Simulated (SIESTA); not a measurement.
Crystal: NiO.

```
CELL_PARAMETERS angstrom
0.00000 2.08590 2.08590
2.08590 0.00000 2.08590
2.08590 2.08590 0.00000
ATOMIC_POSITIONS crystal
Ni 0.00000 0.00000 0.00000
O 0.50000 0.50000 0.50000
```

Base run:

| Item | Value |
| --- | --- |
| Program | SIESTA 5.4.2 |
| Functional | PBE |
| Potentials or basis | PseudoDojo 0.4 standard (PBE files) |
| Basis | TZP (energy shift 0.002 Ry) |
| Grid cutoff | 800 Ry |
| Energy shift | 0.002 Ry |
| k mesh | 11 × 11 × 11 |
| Occupations | fermi-dirac, width 0.05 eV |
| Spin | collinear spin, ferromagnetic start |
| Starting moments | [1.0, 0.0] μB |

Its results: band gap on the k mesh none (metal or under the smearing width); pressure 5.5 GPa; net moment 1.75 μB per cell; site moments Ni +1.45; O +0.30 μB.

Question: The run is repeated on the same cell with these changes: functional from PBE to vdW-DF-cx; basis from TZP (energy shift 0.002 Ry) to DZP (energy shift 0.002 Ry). What comes out?

Answer: Band gap on the k mesh none (metal or under the smearing width); pressure -7.6 GPa; net moment 0.66 μB per cell; site moments Ni +0.57; O +0.09 μB.

Several settings changed at once, so the effect can't be laid on one alone.

Caveats: semicore shells carry a single zeta, which can move pressures by several GPa and volumes by a few percent; the basis of atomic orbitals isn't converged, which shifts pressures, moduli and gaps; a cell with one magnetic atom can't hold antiferromagnetic order, which such compounds often take; semilocal functionals often make such compounds metallic where correlation or magnetic order opens a gap, which also shifts bond lengths; the potentials were made for another functional, which shifts forces and pressure (some runs).
